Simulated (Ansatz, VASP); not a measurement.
W in VASP and in Ansatz

Contents of INCAR:

```
SYSTEM = W
  PREC = Accurate
  ENCUT = 520
  EDIFF = 1E-8
  ISMEAR = -1
  SIGMA = 0.08
  LREAL = .False.
  LASPH = .True.
  NELM = 60
  ALGO = Normal
  ISIF = 2
  LWAVE = .False.
  LCHARG = .False.
  GGA = PE
  LEFG = .True.
  NBANDS = 13
```

File KPOINTS:

```
Automatic mesh
0
Gamma
  14 14 14
  0 0 0
```

Contents of POSCAR:

```
W
1.0
   -1.5815626704      1.5815626704      1.6292460000
    1.5815626704     -1.5815626704      1.6292460000
    1.5815626704      1.5815626704     -1.6292460000
W
1
Direct
    0.0000000000      0.0000000000      0.0000000000
```

Input for Ansatz:

```yaml
crystal:
  lattice:
    - [-1.5815626704, 1.5815626704, 1.629246]
    - [1.5815626704, -1.5815626704, 1.629246]
    - [1.5815626704, 1.5815626704, -1.629246]
  atoms:
    - { symbol: W, position: [0.0, 0.0, 0.0] }
kpoints:
  mp_grid: { grid: [14, 14, 14] }
scf:
  occupations: { method: fermi_dirac, width: 0.08 }
hamiltonian:
  xc: pbe
  pseudopotentials: { kind: paw }
output:
  forces: true
  stress: true
  eigenvalues: true
  efg: { contact_densities: true }
```

Change from the starting cell: z stretched by +2 % at fixed volume, PAW files.

Alike in both runs: task electric field gradients; functional PBE; k mesh 14 × 14 × 14; occupations fermi-dirac, width 0.08 eV; no spin polarisation.

|  | VASP | Ansatz |
| --- | --- | --- |
| version | VASP 6.6.1 | Ansatz 0.2.0 |
| potentials or method | VASP PAW PBE potentials, release 64 (W_sv) | PAW with Ansatz's default frozen-core files, scalar-relativistic |
| plane-wave cutoff (eV) | 520 | 420 |
| valence electrons in the cell | 14 | 14 |

|  | VASP | Ansatz | Ansatz less VASP |
| --- | --- | --- | --- |
| pressure (GPa) | -2.3 | -2.8 | -0.47 |
| largest component of the traceless stress (GPa) | 5.27 | 5.25 | -0.014 |
| Vzz of the field gradient on the site that differs most (V/Å²) | 26.2 | 28.9 | +2.64 |

Ansatz warned: «gradients_without_spin_orbit».

The runs have no spin-orbit coupling, so splittings on W are missing.
